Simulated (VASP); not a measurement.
KI: single point with r2SCAN

**The experiment to reproduce.**

From a printed reference work, monograph, for a bulk crystal of KI: band gap 6.32 eV.

The system is KI.

```
K I
1.0
     0.00000    3.54596    3.54596
     3.54596    0.00000    3.54596
     3.54596    3.54596    0.00000
K I
1 1
Direct
  0.00000 0.00000 0.00000
  0.50000 0.50000 0.50000
```

```
Program                : VASP 6.6.1
Task                   : single point
Functional             : r2SCAN
Potentials or basis    : VASP PAW PBE potentials, release 64 (K_sv, I)
Cutoff                 : 520 eV
k mesh                 : 6 × 6 × 6
Occupations            : gaussian, width 0.01 eV
Spin                   : no spin polarisation
Dipole correction      : no
Further INCAR settings : ALGO = Normal; EDIFF = 1e-07; NBANDS = 15
```

```json
{
 "Pressure": "0.0 GPa",
 "Band gap on the k mesh": "4.58 eV, direct"
}
```

Levels at points of the mesh, in eV from the valence-band top:
| k point | band 6 | band 7 | band 8 | band 9 | band 10 | band 11 |
| --- | --- | --- | --- | --- | --- | --- |
| (0.00, 0.00, 0.00) | 0.00 | 0.00 | 0.00 | 4.58 | 7.05 | 7.05 |
| (0.50, 0.00, 0.00) | -1.29 | -0.33 | -0.33 | 6.01 | 8.30 | 8.74 |
| (0.50, 0.50, 0.00) | -1.00 | -0.37 | -0.37 | 5.39 | 6.47 | 8.82 |

Wall time 3.5 min on 1 thread of Oxide Virtual Turin-like Processor (shared host), peak memory 0.23 GiB.

Measured gap of KI: 6.32 eV (a printed reference work, monograph). This calculation gives 4.58 eV (-1.74 eV). Spin-orbit coupling on I is left out. The value is that of r2SCAN, without temperature or zero-point motion.

Caveat: the PAW data sets were made with another functional, which shifts forces and pressure a little; spin-orbit coupling is left out, which moves the levels of the heavy elements.
